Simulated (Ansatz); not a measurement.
A run of Ansatz 0.2.0:

File input.yaml:

```yaml
crystal:
  lattice:
    - [-1.62691493, 1.62691493, 1.32032985]
    - [1.62691493, -1.62691493, 1.32032985]
    - [1.62691493, 1.62691493, -1.32032985]
  atoms:
    - { symbol: Si, position: [0.0, 0.0, 0.0] }
hamiltonian:
  xc: rpbe
  pseudopotentials: { kind: paw }
kpoints:
  mp_grid: { grid: [13, 13, 13] }
scf:
  occupations: { method: fermi_dirac, width: 0.05 }
output:
  forces: true
  stress: true
  eigenvalues: true
  write_density: true
  write_potential: true
  elf: true
  volumetric_format: npy
relax:
  f_tol: 0.01
  max_steps: 40
  cell: { stress_tol: 0.05 }
```

Potentials or basis: Ansatz PAW.

Launch:

```bash
$ ansatz run input.yaml --threads 2 --pin off --max-ram 5632MiB --backend cpu --events-out ev --progress --plain --runs-dir out
```

Hardware: 2 threads of Arm Neoverse V2, on a shared host.

Question: Estimate the wall time of this run.

Answer: Wall time 4.8 s on 2 threads of Arm Neoverse V2 (shared host), peak memory 0.28 GiB. Counts: scf iterations 29, plane waves 289, k points 196, bands 6, ion steps 7.
